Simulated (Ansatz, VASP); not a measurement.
## H8C5 (H-capped C nanocrystal (octahedron)): VASP beside Ansatz

Wanted: the spread between two codes on one cell, functional and k mesh. The cell is taken from a series of runs on this material, whose earlier steps may have relaxed, scaled, displaced or heated it; both programs get it as it stands.

Calculated with Ansatz 0.2.0; plane waves, with VASP 6.6.1 beside it; single point at PBE with D3(BJ).

**1. The structure**

The cell holds 26 atoms: 10 C and 16 H. Its edges and angles: a = 13.826 Å, b = 13.826 Å, c = 13.826 Å, α = 90.0°, β = 90.0°, γ = 90.0°. It derives from C (diamond-structure). As first built, before any earlier steps moved the atoms (in the runner's words): octahedron of size parameter 4.7 A cut from diamond-structure C (a = 3.567 A), atoms with fewer than two neighbours dropped, broken bonds capped with H; minimised with a classical potential. Vacuum lies along a, b and c.

**2. VASP: single point, PBE with D3(BJ)**

With cell and atoms fixed, the geometry can't cause a difference; cores, projectors, grids and the points listed under the comparison can.

Lines of VASP's logs that name or quote its potential files are left out, and so is its time.

INCAR reads:

```
SYSTEM = H8C5
PREC = Accurate
ENCUT = 520
EDIFF = 1E-06
NELM = 120
ISMEAR = 0
SIGMA = 0.05
LREAL = .FALSE.
ALGO = Normal
GGA = PE
IVDW = 12
NBANDS = 48
LORBIT = 11
LWAVE = .FALSE.
LCHARG = .FALSE.
ISIF = 2
LASPH = .TRUE.
GGA_COMPAT = .FALSE.
EFERMI = MIDGAP
```

POSCAR reads:

```
H8C5
1.0
   13.8256200000      0.0000000000      0.0000000000
    0.0000000000     13.8256200000      0.0000000000
    0.0000000000      0.0000000000     13.8256200000
C H
10 16
Direct
    0.4402600000      0.4472700000      0.4235600000
    0.3700400000      0.5036400000      0.4919200000
    0.4345800000      0.5572200000      0.5710300000
    0.4971400000      0.3730000000      0.4776700000
    0.5556100000      0.4262200000      0.5591400000
    0.5059000000      0.5210100000      0.3724800000
    0.5765300000      0.5703300000      0.4487000000
    0.4839900000      0.4818200000      0.6298600000
    0.5072900000      0.6260200000      0.5183600000
    0.6306900000      0.4937400000      0.5092800000
    0.3908800000      0.4161100000      0.3626600000
    0.3199000000      0.4584800000      0.5273300000
    0.3385300000      0.5614400000      0.4502000000
    0.3929900000      0.6101300000      0.6068500000
    0.5462700000      0.3341400000      0.4286900000
    0.4452500000      0.3204100000      0.5104800000
    0.5882200000      0.3733500000      0.6010900000
    0.4629800000      0.5773300000      0.3271000000
    0.5447700000      0.4808900000      0.3144600000
    0.6199300000      0.6213200000      0.4106300000
    0.4384200000      0.4246400000      0.6581700000
    0.5265000000      0.5070300000      0.6897000000
    0.4601900000      0.6804500000      0.4746200000
    0.5456900000      0.6606700000      0.5811600000
    0.6808200000      0.5247400000      0.5618600000
    0.6744600000      0.4456600000      0.4711400000
```

KPOINTS reads:

```
Automatic mesh
0
Gamma
1 1 1
0 0 0
```

PAW data sets: C and H (PBE family, release 64).

Launch:

```bash
$ mpirun -np 4 vasp_gam
```

Numbers of over 12 decimals in the logs are rounded to 6 here.

Output:

```text
[banner, memory and clock lines left out]
running    4 mpi-ranks, on    1 nodes
 distrk:  each k-point on    4 cores,    1 groups
 distr:  one band on    1 cores,    4 groups

 POSCAR found type information on POSCAR C H
 POSCAR found :  2 types and      26 ions
|                                                                             |
|               ----> ADVICE to this user running VASP <----                  |
|                                                                             |
|     You have a (more or less) 'large supercell' and for larger cells it     |
|     might be more efficient to use real-space projection operators.         |
|     Therefore, try LREAL= Auto in the INCAR file.                           |
|     Mind: For very accurate calculation, you might also keep the            |
|     reciprocal projection scheme (i.e. LREAL=.FALSE.).                      |
|                                                                             |

 LDA part: xc-table for (Slater+PW92), standard interpolation
 POSCAR, INCAR and KPOINTS ok, starting setup
 FFT: planning ... GRIDC
 FFT: planning ... GRID_SOFT
 FFT: planning ... GRID
 WAVECAR not read
 entering main loop
       N       E                     dE             d eps       ncg     rms          rms(c)
DAV:   1     0.499565580716E+03    0.49957E+03   -0.16207E+04   112   0.741E+02
DAV:   2     0.287214901926E+02   -0.47084E+03   -0.43395E+03   168   0.137E+02
DAV:   3    -0.150389540723E+03   -0.17911E+03   -0.17824E+03   128   0.979E+01
DAV:   4    -0.163986705432E+03   -0.13597E+02   -0.13552E+02   128   0.383E+01
DAV:   5    -0.164296844445E+03   -0.31014E+00   -0.30984E+00   144   0.648E+00    0.192E+01
DAV:   6    -0.152798142418E+03    0.11499E+02   -0.14502E+01   136   0.123E+01    0.103E+01
DAV:   7    -0.149611301499E+03    0.31868E+01   -0.10864E+01   128   0.971E+00    0.445E+00
DAV:   8    -0.149143314357E+03    0.46799E+00   -0.13399E+00   120   0.412E+00    0.993E-01
DAV:   9    -0.149058505998E+03    0.84808E-01   -0.33473E-01   128   0.183E+00    0.503E-01
DAV:  10    -0.149039157380E+03    0.19349E-01   -0.40962E-02   120   0.702E-01    0.251E-01
DAV:  11    -0.149021112566E+03    0.18045E-01   -0.82385E-03   112   0.341E-01    0.221E-01
DAV:  12    -0.149007465333E+03    0.13647E-01   -0.32982E-02   104   0.479E-01    0.123E-01
DAV:  13    -0.149017321875E+03   -0.98565E-02   -0.23241E-03   112   0.172E-01    0.833E-02
DAV:  14    -0.149036440006E+03   -0.19118E-01   -0.35737E-03   104   0.183E-01    0.410E-02
[...]
DAV:  20    -0.149049703008E+03   -0.14744E-03   -0.65039E-06    88   0.750E-03    0.173E-03
DAV:  21    -0.149049740880E+03   -0.37873E-04   -0.12204E-06    96   0.350E-03    0.143E-03
DAV:  22    -0.149049786586E+03   -0.45705E-04   -0.21246E-06    88   0.379E-03    0.810E-04
DAV:  23    -0.149049796984E+03   -0.10399E-04   -0.29223E-07    88   0.184E-03    0.587E-04
DAV:  24    -0.149049807284E+03   -0.10300E-04   -0.23651E-07    80   0.149E-03    0.446E-04
DAV:  25    -0.149049809949E+03   -0.26651E-05   -0.25345E-08    96   0.778E-04    0.296E-04
DAV:  26    -0.149049812343E+03   -0.23931E-05   -0.36622E-08    80   0.662E-04    0.156E-04
DAV:  27    -0.149049812837E+03   -0.49425E-06    0.66288E-09    88   0.342E-04
   1 F= -.14990484E+03 E0= -.14990484E+03  d E =0.000000E+00
```

OUTCAR, selected parts (step 2):

```text
ion  position               nearest neighbor table
   1  0.440  0.447  0.424-  11 1.17   4 1.49   6 1.54   2 1.56
   2  0.370  0.504  0.492-  12 1.05  13 1.08   1 1.56   3 1.59
   3  0.435  0.557  0.571-  14 1.05   8 1.49   9 1.56   2 1.59
   4  0.497  0.373  0.478-  15 1.10  16 1.12   1 1.49   5 1.57
   5  0.556  0.426  0.559-  17 1.04  10 1.56   4 1.57   8 1.59
   6  0.506  0.521  0.372-  19 1.11  18 1.16   1 1.54   7 1.59
   7  0.577  0.570  0.449-  20 1.06  10 1.54   9 1.56   6 1.59
   8  0.484  0.482  0.630-  22 1.07  21 1.08   3 1.49   5 1.59
   9  0.507  0.626  0.518-  24 1.12  23 1.16   7 1.56   3 1.56
  10  0.631  0.494  0.509-  26 1.04  25 1.09   7 1.54   5 1.56
  11  0.391  0.416  0.363-   1 1.17
  12  0.320  0.458  0.527-   2 1.05
  13  0.339  0.561  0.450-   2 1.08
  14  0.393  0.610  0.607-   3 1.05
  15  0.546  0.334  0.429-   4 1.10
  16  0.445  0.320  0.510-   4 1.12
  17  0.588  0.373  0.601-   5 1.04
  18  0.463  0.577  0.327-   6 1.16
  19  0.545  0.481  0.314-   6 1.11
  20  0.620  0.621  0.411-   7 1.06
  21  0.438  0.425  0.658-   8 1.08
  22  0.526  0.507  0.690-   8 1.07
  23  0.460  0.680  0.475-   9 1.16
  24  0.546  0.661  0.581-   9 1.12
  25  0.681  0.525  0.562-  10 1.09
  26  0.674  0.446  0.471-  10 1.04

  LATTYP: Found a simple cubic cell.
 ALAT       =    13.8256200000

 Subroutine GETGRP returns: Found  1 space group operations
 (whereof  1 operations were pure point group operations)

The static configuration has the point symmetry C_1 .

 Found      1 irreducible k-points:

   k-points           NKPTS =      1   k-points in BZ     NKDIM =      1   number of bands    NBANDS=     48

   dimension x,y,z NGX =   108 NGY =  108 NGZ =  108
   dimension x,y,z NGXF=   216 NGYF=  216 NGZF=  216

   ENCUT  =  520.0 eV  38.22 Ry    6.18 a.u.  25.71 25.71 25.71*2*pi/ulx,y,z

   NELECT =      56.0000    total number of electrons

 k-points in reciprocal lattice and weights: Automatic mesh
   0.00000000  0.00000000  0.00000000       1.000

 average (electrostatic) potential at core
       1 -58.0153       2 -57.6603       3 -57.8475       4 -57.8708       5 -57.9316
       6 -57.9242       7 -58.0597       8 -57.7696       9 -57.9263      10 -57.8161
      11 -40.4792      12 -41.4815      13 -41.2046      14 -41.3933      15 -41.1563
      16 -40.9977      17 -41.6270      18 -40.7079      19 -40.8925      20 -41.3834
      21 -41.2496      22 -41.3128      23 -40.7004      24 -40.9084      25 -41.1784
      26 -41.6156

 E-fermi :  -3.1436

 k-point     1 :       0.0000    0.0000    0.0000
  band No.  band energies     occupation
    ...
     24      -7.1931      2.00000
     25      -6.9802      2.00000
     26      -6.5578      2.00000
     27      -5.9579      2.00000
     28      -5.8258      2.00000
     29      -0.4615      0.00000
     30       0.3198      0.00000
     31       0.3397      0.00000
     32       0.3974      0.00000
     33       0.5872      0.00000
    ...

 Edisp (eV)   -0.85503

  Total       1.32392     0.90349    -2.92882    -1.18904    -0.75062    -3.11884
  in kB       0.80264     0.54775    -1.77561    -0.72086    -0.45507    -1.89082
  external pressure =       -0.14 kB  Pullay stress =        0.00 kB

  energy-cutoff  :      520.00
  volume of cell :     2642.74
      direct lattice vectors                 reciprocal lattice vectors
    13.825620000  0.000000000  0.000000000     0.072329487  0.000000000  0.000000000
     0.000000000 13.825620000  0.000000000     0.000000000  0.072329487  0.000000000
     0.000000000  0.000000000 13.825620000     0.000000000  0.000000000  0.072329487

 POSITION                                       TOTAL-FORCE (eV/Angst)
 -----------------------------------------------------------------------------------
      6.08687      6.18379      5.85598        -2.405097      0.896916     -1.715617
      5.11603      6.96314      6.80110         2.896510      1.186462      0.205597
      6.00834      7.70391      7.89484        -0.175155     -0.389894     -2.393189
      6.87327      5.15696      6.60408        -0.071436     -0.061840      0.972214
      7.68165      5.89276      7.73046        -1.547423      1.501815     -1.058811
      6.99438      7.20329      5.14977         0.422339      0.421124     -0.708513
      7.97088      7.88517      6.20356        -2.099589     -0.747293      0.308324
      6.69146      6.66146      8.70821         1.372949     -1.151560     -1.275753
      7.01360      8.65511      7.16665        -0.416042      0.141346     -0.075066
      8.71968      6.82626      7.04111        -1.514086      0.465471      1.052626
      5.40416      5.75298      5.01400         1.009678      0.123166      1.173628
      4.42282      6.33877      7.29066        -1.225399     -0.890538      0.503851
      4.68039      7.76226      6.22429        -0.824786      0.222469     -0.389638
      5.43333      8.43543      8.39008        -1.301789      0.494671      1.362444
      7.55252      4.61969      5.92691         0.071539     -0.132837      0.069853
      6.15586      4.42987      7.05770         0.464876      0.135779     -0.132370
      8.13251      5.16180      8.31044         1.399604     -1.559673      1.201954
      6.40099      7.98195      4.52236         0.634808     -0.847187      1.250341
      7.53178      6.64860      4.34760         0.292382      0.177822      0.396281
      8.57092      8.59013      5.67721         1.029417      0.587396     -0.392863
      6.06143      5.87091      9.09961        -0.770261     -0.083207      0.252884
      7.27919      7.01000      9.53553         0.452179      0.629916      0.689010
      6.36241      9.40764      6.56192         1.179454     -0.787554      0.984006
      7.54450      9.13417      8.03490        -0.011891      0.217081     -0.932597
      9.41276      7.25486      7.76806        -0.102776      0.492585      0.350985
      9.32483      6.16153      6.51380         1.239995     -1.042436     -1.699579
 -----------------------------------------------------------------------------------
    total drift:                                0.000224      0.000044      0.000191

  FREE ENERGIE OF THE ION-ELECTRON SYSTEM (eV)
  ---------------------------------------------------
  free  energy   TOTEN  =      -149.9048393095 eV

  energy  without entropy=     -149.9048393095  energy(sigma->0) =     -149.90483931

 total charge
# of ion       s       p       d       tot
------------------------------------------
    1        0.825   1.727   0.000   2.552
    2        0.842   1.771   0.000   2.614
    3        0.833   1.765   0.000   2.598
    4        0.836   1.767   0.000   2.603
    5        0.831   1.743   0.000   2.574
    6        0.828   1.710   0.000   2.538
    7        0.824   1.730   0.000   2.554
    8        0.841   1.792   0.000   2.633
    9        0.829   1.703   0.000   2.531
   10        0.839   1.793   0.000   2.632
   11        0.608   0.032   0.000   0.640
   12        0.685   0.054   0.000   0.739
   13        0.668   0.048   0.000   0.716
   14        0.691   0.054   0.000   0.745
   15        0.649   0.043   0.000   0.692
   16        0.636   0.040   0.000   0.676
   17        0.708   0.059   0.000   0.767
   18        0.603   0.033   0.000   0.636
   19        0.641   0.041   0.000   0.682
   20        0.678   0.051   0.000   0.730
   21        0.662   0.047   0.000   0.708
   22        0.670   0.049   0.000   0.719
   23        0.603   0.032   0.000   0.636
   24        0.631   0.039   0.000   0.670
   25        0.654   0.045   0.000   0.699
   26        0.697   0.057   0.000   0.755
--------------------------------------------------
tot         18.814  18.223   0.000  37.037
```

(Part 1 of 2 ends here.)

[Lines on the potential files, build, host, timing and source positions are cut from VASP's logs without a mark.]

[Logs are printed without paths, hosts, clocks, repeated set-up lines and the standing remarks that a program may print on its own settings, such as how far it seeks lower states.]

[Hosts, paths, dates, database ids (printed as entryN), source tags and the programs' standing remarks are cut or masked in the printed files.]
